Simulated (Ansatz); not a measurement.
As under changes of volume

One of the cells (19.764 Å³/atom); the others are scaled copies at fixed shape and fractional positions:

```
CELL_PARAMETERS angstrom
2.70368 0.00000 0.00000
0.00000 2.70368 0.00000
0.00000 0.00000 2.70368
ATOMIC_POSITIONS crystal
As 0.50000 0.50000 0.50000
```

This isn't the form of As at room conditions, which is rhombohedral.

```yaml
Program: Ansatz 0.2.0
Functional: HSE06
Potentials_or_basis: Ansatz PAW
Cutoff: "420 eV (not typed: the program's choice for these potentials)"
k_mesh: 6 × 6 × 6
Occupations: fermi-dirac, width 0.05 eV
Spin: no spin polarisation
```

| volume (Å³/atom) | energy over the lowest point (meV/atom) | pressure (GPa) |
| --- | --- | --- |
| 18.578 | 12.84 | 5.0 |
| 18.973 | 3.57 | 2.6 |
| 19.368 | 0.00 | 0.6 |
| 19.764 | 1.47 | -1.2 |
| 20.159 | 7.36 | -2.5 |
| 20.554 | ? | ? |
| 20.949 | 23.20 | -3.4 |

Task: What does the run at 20.554 Å³/atom give?

Result: Energy over the lowest point 15.78 meV/atom; pressure -3.1 GPa.

Worked out: A Birch-Murnaghan fit of order 3 (a polynomial in V^(-2/3)) to the other rows has its minimum at 19.41 Å³/atom with B0 = V·E''(V) = 94 GPa (rough, since the energies scatter). It gives 14.50 meV/atom at 20.554 Å³/atom, against the run's 15.78, and -dE/dV = -3.4 GPa, against -3.1.

Energies are extrapolated to zero smearing.

Caveats: all runs use coarse meshes; the PAW data sets come from PBE, with cores solved anew for the run's functional, which leaves a small shift of forces and pressure; the thresholds are loose for stress.
